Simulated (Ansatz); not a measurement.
Consider Ti$_{3}$SiC$_{2}$ (space group P6_3/mmc, No. 194; a = 3.067 Å, c = 17.676 Å). Axes: x lies along a and z along c of the hexagonal cell.

Structures relaxed with r2SCAN in Ansatz (plane waves to 500 eV, PAW, no spin-orbit coupling).

Base:

Simulated powder pattern, Cu Kα1, λ = 1.54056 Å (kinematic, ideal powder, no thermal factors, no anomalous dispersion; the 14 strongest lines at most, above 2 %, up to 2θ = 90°):

| 2θ (°) | I/Imax (%) | hkl |
|---|---|---|
| 10.00 | 15 | (002) |
| 34.10 | 29 | (101) |
| 37.09 | 6.3 | (103) |
| 39.55 | 100 | (104) |
| 40.81 | 20 | (008) |
| 42.53 | 38 | (105) |
| 53.93 | 4.5 | (108) |
| 58.39 | 16 | (109) |
| 60.30 | 29 | (110) |
| 73.45 | 9.7 | (1 0 12) |
| 74.54 | 13 | (204) |
| 75.38 | 17 | (118) |
| 76.56 | 5.3 | (205) |
| 88.87 | 4.3 | (209) |

After one change:

Simulated powder pattern, Cu Kα1, λ = 1.54056 Å (kinematic, ideal powder, no thermal factors, no anomalous dispersion; the 14 strongest lines at most, above 2 %, up to 2θ = 90°):

| 2θ (°) | I/Imax (%) |
|---|---|
| 10.08 | 15 |
| 33.65 | 29 |
| 36.71 | 6.3 |
| 39.23 | 100 |
| 41.14 | 19 |
| 42.28 | 38 |
| 53.88 | 4.4 |
| 58.40 | 15 |
| 59.40 | 30 |
| 73.52 | 13 |
| 73.68 | 9.4 |
| 74.80 | 17 |
| 75.59 | 5.4 |
| 88.11 | 4.3 |

Task: Name the change that was made.
A. biaxial strain −1.01 %, plane normal [001], relaxed out of plane
B. isotropic strain −1.17 %
C. uniaxial stress, 2 GPa compression along x
D. biaxial strain +1.37 %, plane normal [001], relaxed out of plane

Result: D, biaxial strain +1.37 %, plane normal [001], relaxed out of plane. Its volume per atom is 12.24 Å³ against 12.00 Å³, and its space group is P6_3/mmc (No. 194).

Stability under load was not tested beyond the relaxation. All final runs are without spin polarisation.

Ansatz is an electronic-structure program.
